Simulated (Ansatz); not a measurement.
# SiC: the cost of one run

Method: DFT PBE, scalar-relativistic, plane waves, PAW, in Ansatz 0.2.0.

### Step 1. The structure to begin with

It takes space group P-6m2 (No. 187, hexagonal). Conventional cell: a = 2.737 Å, b = 2.737 Å, c = 4.319 Å, α = 90.00°, β = 90.00°, γ = 120.00°. Around Si (site symmetry -6m2) lie 6 C at 2.68 Å and 6 Si at 2.74 Å. C (site symmetry -6m2) is surrounded by 6 Si at 2.68 Å and 6 C at 2.74 Å.

As a file:

```
CELL_PARAMETERS angstrom
2.73662 0.00000 0.00000
-1.36831 2.36998 0.00000
0.00000 0.00000 4.31872
ATOMIC_POSITIONS crystal
Si 0.33333 0.66667 0.50000
C 0.66667 0.33333 0.00000
```

The start is an ordering of an alloy on its end members' structure types: elements ordered on the sites of the Be type, Si/C on Be (P-6m2, No. 187).

### Step 2. The guess as it stands, on a coarse mesh

Contents of input.yaml:

```yaml
crystal:
  lattice:
    - [2.73662185, 0.0, 0.0]
    - [-1.36831093, 2.36998404, 0.0]
    - [0.0, 0.0, 4.31872205]
  atoms:
    - { symbol: Si, position: [0.33333333, 0.66666667, 0.5] }
    - { symbol: C, position: [0.66666667, 0.33333333, 0.0] }
basis:
  ecutwfc: 420
kpoints:
  mp_grid: { grid: [6, 6, 4] }
hamiltonian:
  xc: pbe
scf:
  occupations: { method: gaussian, width: 0.1 }
  lower_state_search: "off"
output:
  forces: true
  stress: true
  eigenvalues: true
```

The run is started by

```
$ ansatz run input.yaml --threads 1 --pin off --max-ram 2560MiB --backend cpu --events-out ev --progress --plain --runs-dir out
```

What time and memory should one allow on 1 thread of Intel Xeon at 2.70GHz, shared host?

About 1 s, with a peak of 0.28 GiB.
